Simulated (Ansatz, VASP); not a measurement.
One calculation of Ti, two programs

The input INCAR:

```
PREC = Accurate ; ENCUT = 520
EDIFF = 1E-7 ; ISMEAR = 0
SIGMA = 0.1 ; LREAL = False
LASPH = True ; NELM = 100
ALGO = Normal ; ISIF = 2
LWAVE = False ; LCHARG = False
GGA = PE ; NBANDS = 32
```

KPOINTS

```
regular mesh
0
Gamma
  6 6 4
```

POSCAR

```
Ti
1.0
    2.7162839363     -1.7952558890      0.0000000000
    2.7162839363      1.7952558890      0.0000000000
    0.0000000000      0.0000000000      7.3232961810
Ti
4
Direct
    0.8500000000      0.1500000000      0.1170000000
    0.6500000000      0.3500000000      0.6170000000
    0.1500000000      0.8500000000      0.8830000000
    0.3500000000      0.6500000000      0.3830000000
```

Input for Ansatz:

```yaml
crystal:
  lattice:
    - [2.7162839363, -1.795255889, 0.0]
    - [2.7162839363, 1.795255889, 0.0]
    - [0.0, 0.0, 7.323296181]
  atoms:
    - { symbol: Ti, position: [0.85, 0.15, 0.117] }
    - { symbol: Ti, position: [0.65, 0.35, 0.617] }
    - { symbol: Ti, position: [0.15, 0.85, 0.883] }
    - { symbol: Ti, position: [0.35, 0.65, 0.383] }
basis:
  ecutwfc: 420
kpoints:
  mp_grid: { grid: [6, 6, 4] }
hamiltonian:
  xc: pbe
scf:
  occupations: { method: gaussian, width: 0.1 }
  lower_state_search: "off"
output:
  forces: true
  stress: true
  eigenvalues: true
```

Alike in both runs: task single point; functional PBE; k mesh 6 × 6 × 4; occupations gaussian, width 0.1 eV; no spin polarisation.

|  | VASP | Ansatz |
| --- | --- | --- |
| version | VASP 6.6.1 | Ansatz 0.2.0 |
| potentials or method | VASP PAW PBE potentials, release 64 (Ti_sv) | scalar-relativistic, plane waves, PAW |
| plane-wave cutoff (eV) | 520 | 420 |
| valence electrons in the cell | 48 | 48 |

```tsv
	VASP	Ansatz	Ansatz less VASP
gap on the k mesh at the Fermi level (eV)	none	none	-
pressure (GPa)	1.0	0.1	-0.90
largest component of the traceless stress (GPa)	16.39	15.38	-1.005
rms of the force components (eV/Å)	1.526	1.324	-0.2018
```

Atom by atom the forces differ by 0.216 eV/Å (rms over components). A gap of «none» marks a metal or a gap that the smearing closes. The functional is the same, so the differences come from potentials, cutoffs and numerics.

Caveats: forces of over 1 eV/Å show positions far from the minimum, so gaps and moduli don't describe the material at rest.
